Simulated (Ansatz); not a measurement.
PbF₂, one structure, two calculations

Cell: a computed structure from the Materials Project (it need not be an observed phase).

Space group Pnma (No. 62); a = 6.4081, b = 3.8796, c = 7.6638 Å.

| site | Wyckoff | site symmetry | x | y | z |
| --- | --- | --- | --- | --- | --- |
| Pb | 4c | .m. | 0.2551 | 0.2500 | 0.8941 |
| F5 | 4c | .m. | 0.4741 | 0.2500 | 0.1535 |
| F9 | 4c | .m. | 0.6408 | 0.7500 | 0.4349 |

One atom of each set is listed.

First run. Level of theory: DFT, PBE, plane waves and PAW, scalar-relativistic, 420 eV cutoff, Γ-centred 4×6×3 k-points, Fermi–Dirac smearing 0.02 eV (Ansatz 0.2.0).

```
site  V_zz (10²¹ V/m²)     η
  Pb             -3.65  0.60
  F5              1.20  0.85
  F9             -2.03  0.40
```

Second run. The same atoms and settings, except that spin–orbit coupling is included (fully relativistic PAW files).

(1) Given the first result, estimate the second.

Answers

(1) 

```json
{"site": "Pb", "V_zz": "-3.92", "η": "0.57", "change of V_zz": "-0.27"}
{"site": "F5", "V_zz": "1.42", "η": "0.76", "change of V_zz": "+0.22"}
{"site": "F9", "V_zz": "-2.17", "η": "0.34", "change of V_zz": "-0.14"}
```

The largest change of V_zz is on Pb, from -3.65 to -3.92. In per cent, |V_zz| changes by +7 on Pb, +7 to +18 on F (all sites that start above 0.5).
